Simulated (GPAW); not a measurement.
Runs of GPAW 26.7.0 on NiO2. The structure is trigonal, space group P-3m1 (No. 164). Conventional cell: a = 2.799 Å, b = 2.799 Å, c = 4.618 Å, α = 90.00°, β = 90.00°, γ = 120.00°. Ni (site symmetry -3m) is surrounded by 6 O at 1.88 Å. O (site symmetry 3m) is surrounded by 3 Ni at 1.88 Å. The cell comes from a database or a generator and needn't be the stable form of this composition.

| task | level | potentials or basis | k mesh | cutoff (eV) | smearing | maxiter | band path | band points | mesh quality | gap on the mesh (eV) | pressure (GPa) | moment (μB) | largest force (eV/Å) |
| --- | --- | --- | --- | --- | --- | --- | --- | --- | --- | --- | --- | --- | --- |
| single point | PBEsol | PAW data sets generated in the run's folder for this functional, pw | 11 × 11 × 6 | 800 | gaussian 0.02 eV | 150 | - | - | not flagged | (b) | -0.9 | 0.00 | 0.20 |
| band structure | r2SCAN | GPAW PAW data sets (gpaw-data 1.2.1), pw | 7 × 7 × 4 | 800 | fermi-dirac 0.05 eV | 150 | GMKGALHA,LM,KH | 80 | not flagged | (a) | -1.6 | 0.00 | 0.14 |
| band structure | LDA | the program's PAW data sets (release 1.2.1) made for this functional, pw | 7 × 7 × 4 | 800 | fermi-dirac 0.05 eV | 150 | GMKGALHA,LM,KH | 80 | not flagged | 0.86 | -9.4 | 0.00 | 0.73 |
| single point | LDA | the program's PAW data sets (release 1.2.1) made for this functional, pw | 9 × 9 × 5 | 650 | fermi-dirac 0.05 eV | 80 | - | - | not flagged | 1.01 | -12.1 | 0.00 | 0.74 |

Alike in all rows: spin collinear, ferromagnetic start; cell as given.

**Question.** Fill in the values left out.

**Answer.** (a) 1.43; (b) 0.92.

Caveats: the stock nickel data set gives pressures a few GPa off other programs; the run has no moments, though such compounds are often magnetic; a magnetic state may lie lower; an odd mesh through Γ misses points on the zone boundary, where band edges often lie (some runs); the PAW data sets were made with another functional, which shifts forces and pressure a little (some runs); the cutoff is short for stress and forces, so pressures can be off by a GPa or more (some runs).

Not every run made on this cell is shown here.
